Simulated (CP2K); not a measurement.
# Au under changes of volume

One of the cells (18.207 Å³/atom); the others are scaled copies at fixed shape and fractional positions:

```
Au
1.0
     2.87047    0.00000    0.00000
    -0.95682    2.70631    0.00000
    -0.95682   -1.35315    2.34373
Au
1
Direct
  0.00000 0.00000 0.00000
```

This isn't the form of Au at room conditions, which is fcc.

```yaml
Program: CP2K 2026.2
Functional: r2SCAN
Potentials_or_basis: POTENTIAL_UZH Au GTH-SCAN-q11; TZVP-MOLOPT-SCAN-GTH basis
Density_cutoff: 9184 eV
k_mesh: 11 × 11 × 11
Occupations: fermi-dirac, width 0.0259 eV
Spin: no spin polarisation
```

```tsv
volume (Å³/atom)	energy over the lowest point (meV/atom)	pressure (GPa)
17.115	18.60	8.2
17.479	4.84	4.0
17.843	0.00	0.4
18.207	2.92	-2.7
18.571	12.40	-5.4
18.935	?	?
19.299	46.84	-9.6
```

Q: What does the run at 18.935 Å³/atom give?

A: Energy over the lowest point 27.30 meV/atom; pressure -7.6 GPa.

Worked out: A Birch-Murnaghan fit of order 3 (a polynomial in V^(-2/3)) to the other rows has its minimum at 17.88 Å³/atom with B0 = V·E''(V) = 163 GPa and B' = 7.1. It gives 27.30 meV/atom at 18.935 Å³/atom, against the run's 27.30, and -dE/dV = -7.6 GPa, against -7.6.

Energies are extrapolated to zero smearing.

Caveats: with these potentials and basis sets, volumes of gold and of layered tellurides can stand 1.5 % and more from those of plane-wave programs; the basis of atomic orbitals isn't converged, which shifts pressures, moduli and gaps.
